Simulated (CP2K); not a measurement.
Band structure of GeO₂ (P4_2/mnm, 6 atoms in the cell).

```yaml
crystal:
  lattice:
    - [4.33035, 0.00000, 0.00000]
    - [0.00000, 4.33035, 0.00000]
    - [0.00000, 0.00000, 2.82301]
  atoms:
    - { symbol: Ge, position: [0.50000, 0.50000, 0.50000] }
    - { symbol: Ge, position: [0.00000, 0.00000, 0.00000] }
    - { symbol: O, position: [0.69423, 0.69423, 0.00000] }
    - { symbol: O, position: [0.30577, 0.30577, 0.00000] }
    - { symbol: O, position: [0.80577, 0.19423, 0.50000] }
    - { symbol: O, position: [0.19423, 0.80577, 0.50000] }
```

Computed with CP2K 2026.2 with PBE, GPW, DZVP-MOLOPT-SR-GTH basis, GTH-PBE potentials (GTH_POTENTIALS).

Settings: CUTOFF = 450 Ry; REL_CUTOFF = 50 Ry; SMEAR/METHOD = FERMI_DIRAC; ELECTRONIC_TEMPERATURE = 580.23 K; KPOINTS/SCHEME = MONKHORST-PACK 4 4 6; GAMMA_CENTERED = T; XC_FUNCTIONAL = PBE; Ge/BASIS_SET = DZVP-MOLOPT-SR-GTH-q4; Ge/POTENTIAL = GTH-PBE-q4; O/BASIS_SET = DZVP-MOLOPT-SR-GTH-q6; O/POTENTIAL = GTH-PBE-q6; METHOD = GPW; EPS_DEFAULT = 1e-10; EXTRAPOLATION = USE_GUESS.

The starting cell comes from a database of computed structures (which also holds hypothetical and non-ambient phases and stackings), without a prior relaxation at this level. Its lattice was rescaled by a random factor within 2.5 % of one. Values carry the incompleteness of an atom-centred basis.

Question: Predict the gap along the standard path and the places of the band edges.

Answer: The gap along the path is 2.43 eV, direct at Γ to within 0.01 eV.

Levels in eV from the top of the valence band on the SCF mesh, bands 13 to 17:
```json
[
 {"point": "Γ", "13": "-2.26", "14": "-0.81", "15": "-0.81", "16": "0.00", "17": "2.43"},
 {"point": "X", "13": "-2.00", "14": "-2.00", "15": "-0.85", "16": "-0.85", "17": "5.49"},
 {"point": "M", "13": "-2.37", "14": "-2.37", "15": "-1.64", "16": "-1.64", "17": "5.54"},
 {"point": "Z", "13": "-2.48", "14": "-2.48", "15": "-2.06", "16": "-2.06", "17": "6.92"},
 {"point": "R", "13": "-1.54", "14": "-1.54", "15": "-1.45", "16": "-1.45", "17": "7.07"},
 {"point": "A", "13": "-1.43", "14": "-1.43", "15": "-1.22", "16": "-1.22", "17": "5.14"}
]
```

Higher empty bands are left out: an atom-centred basis made for the valence describes them poorly.
